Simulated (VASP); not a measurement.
# TiO2 (P4_2/mnm) in VASP: further runs, part 2 of 2

VASP 6.6.1. Earlier steps stand in the parts before.

## Step 3: Relaxation of cell and atoms, PBEsol

This run uses another cell than the first one, of 10.34 Å³/atom, 0.995 times its volume.

File INCAR:

```
PREC     = Accurate       # precision mode
ENCUT    = 600            # plane-wave cutoff, eV
EDIFF    = 1E-7           # SCF threshold, eV
ISMEAR   = 0              # smearing method
SIGMA    = 0.03           # smearing width, eV
LREAL    = F              # projectors in reciprocal space
LASPH    = T              # aspherical terms in the spheres
NELM     = 80             # most SCF steps
ALGO     = Normal         # electronic algorithm
ISIF     = 3              # what is computed and relaxed
LWAVE    = F              # write WAVECAR
LCHARG   = F              # write CHGCAR
GGA      = PS             # functional
IBRION   = 2              # ionic algorithm
NSW      = 90             # ionic steps
EDIFFG   = -0.005         # ionic threshold
KPAR     = 2
```

File KPOINTS:

```
Automatic mesh
0
Gamma
  6 6 10
```

File POSCAR:

```
TiO2                                    
1.0
    4.5924156965      0.0000000000      0.0000000000
    0.0000000000      4.5924156965      0.0000000000
    0.0000000000      0.0000000000      2.9417133051
  Ti              O             
     2     4
Direct
     1.0000000000000000    1.0000000000000000    0.0000000000000000
     0.5000000000000000    0.5000000000000000    0.5000000000000000
     0.3042848952318485    0.3042848952318485    1.0000000000000000
     0.1957151047681514    0.8042848952318487    0.5000000000000000
     0.6957151047681513    0.6957151047681513    0.0000000000000000
     0.8042848952318487    0.1957151047681514    0.5000000000000000
```

Potentials or basis: VASP PAW PBE potentials, release 64 (Ti_sv, O).

Started as:

```bash
cat potpaw_PBE.64/Ti_sv/POTCAR potpaw_PBE.64/O/POTCAR > POTCAR
mpirun -np 2 vasp_std > vasp.out
```

OUTCAR:

```text
PREC = Accurate
   ENCUT = 600
   EDIFF = 1E-7
   ISMEAR = 0
   LREAL = F
   LASPH = T
   NELM = 80
   ISIF = 3
   GGA = PS
   IBRION = 2
   NSW = 90
   EDIFFG = -0.005

 ion  position               nearest neighbor table
   1  0.000  0.000  0.000-   4 1.94   6 1.94   4 1.94   6 1.94   5 1.98   3 1.98
   2  0.500  0.500  0.500-   3 1.94   5 1.94   3 1.94   5 1.94   4 1.98   6 1.98
   3  0.304  0.304  0.000-   2 1.94   2 1.94   1 1.98
   4  0.196  0.804  0.500-   1 1.94   1 1.94   2 1.98
   5  0.696  0.696  0.000-   2 1.94   2 1.94   1 1.98
   6  0.804  0.196  0.500-   1 1.94   1 1.94   2 1.98

  LATTYP: Found a simple tetragonal cell.
 ALAT       =     4.5924156965
 C/A-ratio  =     0.6405590215

  Lattice vectors:

 A1 = (   4.5924156965,   0.0000000000,   0.0000000000)
 A2 = (   0.0000000000,   4.5924156965,   0.0000000000)
 A3 = (   0.0000000000,   0.0000000000,   2.9417133051)

Analysis of symmetry for initial positions (statically):
=====================================================================
 Subroutine PRICEL returns:
 Original cell was already a primitive cell.

[... 230 lines left out ...]

  energy without entropy =      -56.10684411  energy(sigma->0) =      -56.10684411

 E-fermi :   4.9258     XC(G=0): -11.7344

 val. band max:        4.7876590161   @ k =   0.0000   0.0000   0.0000
 cond. band min:       6.6201659337   @ k =   0.0000   0.0000   0.0000
 fundamental gap:      1.8325069176
 Fermi energy:         4.9258056143

 k-point     1 :       0.0000    0.0000    0.0000
  band No.  band energies     occupation
      1     -51.8457      2.00000
      2     -51.8275      2.00000
      3     -28.2747      2.00000
      4     -28.2747      2.00000
      5     -28.1015      2.00000
      6     -28.1015      2.00000
[... 733 lines left out ...]
     27       7.9294      0.00000
     28       7.9294      0.00000

 [... further k-points ...]
[... 5 lines left out ...]
  --------------------------------------------------------------------------------------
  -------------------------------------------------------------------------------------
  Total        0.0062640      0.0062640     -0.0010031      0.0000000      0.0000000      0.0000000
  in kB        0.1617404      0.1617404     -0.0259010      0.0000000      0.0000000      0.0000000
  external PRESSURE =       0.0991932 kB  Pullay stress =       0.0000000 kB

 VOLUME and BASIS-vectors are now :
 -----------------------------------------------------------------------------
  energy-cutoff  :      600.00
  volume of cell :       62.05
      direct lattice vectors                 reciprocal lattice vectors
     4.592707138  0.000000000  0.000000000     0.217736505  0.000000000  0.000000000
     0.000000000  4.592707138  0.000000000     0.000000000  0.217736505  0.000000000
     0.000000000  0.000000000  2.941740925     0.000000000  0.000000000  0.339934762

 POSITION                                       TOTAL-FORCE (eV/Angst)
 -----------------------------------------------------------------------------------
      0.00000      0.00000      0.00000         0.000000     -0.000000      0.000000
      2.29635      2.29635      1.47087         0.000000     -0.000000      0.000000
      1.39768      1.39768      2.94174         0.000599      0.000599     -0.000000
      0.89868      3.69403      1.47087        -0.000599      0.000599      0.000000
      3.19503      3.19503      0.00000        -0.000599     -0.000599      0.000000
      3.69403      0.89868      1.47087         0.000599     -0.000599      0.000000
 -----------------------------------------------------------------------------------
    total drift:                                0.000000     -0.000000     -0.000000

  FREE ENERGIE OF THE ION-ELECTRON SYSTEM (eV)
  ---------------------------------------------------
  free  energy   TOTEN  =       -56.1068441112 eV

  energy  without entropy=      -56.1068441112  energy(sigma->0) =      -56.10684411

 reached required accuracy - stopping structural energy minimisation
```

OSZICAR:

```text
N       E                     dE             d eps       ncg     rms          rms(c)
DAV:   1     0.722403934048E+03    0.72240E+03   -0.27252E+04  3360   0.225E+03
DAV:   2     0.657731049089E+02   -0.65663E+03   -0.63686E+03  3480   0.620E+02
DAV:   3    -0.661821993022E+02   -0.13196E+03   -0.12616E+03  5256   0.228E+02
[... 16 lines left out ...]
DAV:   1    -0.561068498377E+02   -0.94903E-05   -0.18366E-03  4040   0.334E-01    0.223E-02
DAV:   2    -0.561068462720E+02    0.35657E-05   -0.54601E-05  4176   0.666E-02    0.112E-02
DAV:   3    -0.561068442743E+02    0.19977E-05   -0.10860E-05  4228   0.237E-02    0.314E-03
DAV:   4    -0.561068441783E+02    0.96030E-07   -0.18531E-06  4288   0.750E-03    0.275E-03
DAV:   5    -0.561068441112E+02    0.67100E-07   -0.13271E-07  2288   0.433E-03
   2 F= -.56106844E+02 E0= -.56106844E+02  d E =-.377480E-05
```

Run time: 94 s. Hardware: 2 MPI ranks of Intel Xeon Platinum 8488C (Sapphire Rapids), shared host; peak memory 0.24 GiB.

Results:

```yaml
Free_energy: -56.1068 eV
Relaxed_volume: 10.34 Å³/atom
Relaxed_cell: a = 4.593 Å, b = 4.593 Å, c = 2.942 Å, α = 90.00°, β = 90.00°, γ = 90.00°
Space_group_after_relaxing_to_0.05_Å: P4_2/mnm (No. 136)
Energy_gained_by_relaxing: 0.0 meV/atom
Ionic_steps: 2
Pressure_after_relaxing: 0.0 GPa
Band_gap_on_the_k_mesh: 1.83 eV, direct
```

Final structure:
```cif
data_structure
_symmetry_space_group_name_H-M 'P 1'
_symmetry_Int_Tables_number 1
_cell_length_a 4.5927
_cell_length_b 4.5927
_cell_length_c 2.9417
_cell_angle_alpha 90.000
_cell_angle_beta 90.000
_cell_angle_gamma 90.000
_cell_volume 62.05
loop_
_atom_site_label
_atom_site_type_symbol
_atom_site_fract_x
_atom_site_fract_y
_atom_site_fract_z
_atom_site_occupancy
Ti1 Ti 0.00000 0.00000 0.00000 1
Ti2 Ti 0.50000 0.50000 0.50000 1
O1 O 0.30432 0.30432 0.00000 1
O2 O 0.19567 0.80432 0.50000 1
O3 O 0.69568 0.69568 0.00000 1
O4 O 0.80432 0.19567 0.50000 1
```

Levels at points of the mesh, in eV from the valence-band top:
```tsv
k point	band 22	band 23	band 24	band 25	band 26	band 27
(0.00, 0.00, 0.00)	-0.46	-0.46	0.00	1.83	2.11	2.41
(0.50, 0.00, 0.00)	-1.64	-0.76	-0.76	2.51	2.51	3.04
(0.50, 0.50, 0.00)	-1.30	-1.09	-1.09	1.87	1.87	2.53
(0.00, 0.00, 0.50)	-2.43	-1.45	-1.45	2.98	2.98	3.22
(0.50, 0.00, 0.50)	-2.08	-1.06	-1.06	1.88	1.88	3.24
(0.50, 0.50, 0.50)	-1.31	-0.68	-0.68	2.59	2.59	3.20
```

Caveat: the PAW data sets were made with another functional, which shifts forces and pressure a little.
